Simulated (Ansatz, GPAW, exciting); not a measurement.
One calculation of Pd, 4 ways

```xyz
1
Lattice="-1.5992 1.5491 1.6285 1.6030 -1.5085 1.5917 1.5779 1.4873 -1.5879" Properties=species:S:1:pos:R:3 pbc="T T T"
Pd   -0.0415    0.0035    0.0387
```

This isn't the form of Pd at room conditions, which is fcc.

The given cell was strained at random by a few per cent at fixed volume.

Alike in all runs: task single point; functional PBEsol; k mesh 12 × 12 × 12; occupations fermi-dirac, width 0.05 eV; no spin polarisation; no spin-orbit coupling. Pressure is positive in compression and, in plane waves, holds the error of the finite cutoff, which Ansatz's Pulay term estimates and takes out.

```
                                                         program and potentials  plane-wave cutoff (eV)                                                                                                                            notes  band gap (eV)  pressure (GPa)  energy over the undisturbed cell (meV/atom)
                                                             Ansatz, Ansatz PAW                     420  potentials made for PBE, which Ansatz adapts in part; 18 valence electrons an atom on average; Pulay term of +0.04 GPa included         no gap           -9.89                                         0.09
                              GPAW, PAW data sets generated for this functional                     600                                                                                          16 valence electrons an atom on average         no gap           -9.52                                         0.12
                                 Ansatz, all-electron LAPW, scalar-relativistic                       -                                                                                                                                -         no gap           -9.95                                            -
exciting, all-electron LAPW+lo, shipped species files, valence relativity iora*                       -                                                                                                                                -         no gap               -                                         0.47
```

None finds a gap. The pressure spans -9.95 (Ansatz, all-electron LAPW, scalar-relativistic) to -9.52 GPa (GPAW, PAW data sets generated for this functional), with all-electron results at -9.95.

The functional is the same throughout but for its coding, so the spread measures potentials, basis and numerics; runs on potential files found faulty are left out.
